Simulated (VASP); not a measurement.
Here is a VASP 6.6.1 calculation.

File INCAR:

```
PREC = Accurate
ENCUT = 600
EDIFF = 1E-7
ISMEAR = 0
SIGMA = 0.03
LREAL = F
LASPH = T
NELM = 80
ALGO = Normal
ISIF = 3
LWAVE = F
LCHARG = F
GGA = PS
IBRION = 2
NSW = 90
EDIFFG = -0.005
```

The input KPOINTS:

```
Automatic mesh
0
Gamma
  9 9 5
```

Contents of POSCAR:

```
ZrSe2                                   
1.0
    3.7330361443      0.0000000000     -0.0000000000
   -1.8665180721      3.2329041342     -0.0000000000
   -0.0000000000     -0.0000000000      6.1463817916
  Zr              Se            
     1     2
Direct
     0.0000000000000000    0.0000000000000000    0.0000000000000000
     0.3333333332999970    0.6666666667000030    0.2583415957590215
     0.6666666667000030    0.3333333332999970    0.7416584042409785
```

Potentials or basis: VASP PAW PBE potentials, release 64 (Zr_sv, Se).

The run is started by

```bash
$ cat potpaw_PBE.64/Zr_sv/POTCAR potpaw_PBE.64/Se/POTCAR > POTCAR
$ mpirun -np 1 vasp_std > vasp.out
```

Q: Estimate the band gap on the k mesh.

A: 0.13 eV, indirect (least direct gap 1.01 eV).

Forces in eV/Å, atoms in the order of the input:
```
Zr   0.000  0.000  0.000
Se   0.000  0.000  0.004
Se   0.000  0.000 -0.004
```

Caveat: the relaxation stopped at its first step, so nothing moved; the PAW data sets were made with another functional, which shifts forces and pressure a little; an odd mesh through Γ misses points on the zone boundary, where band edges often lie.
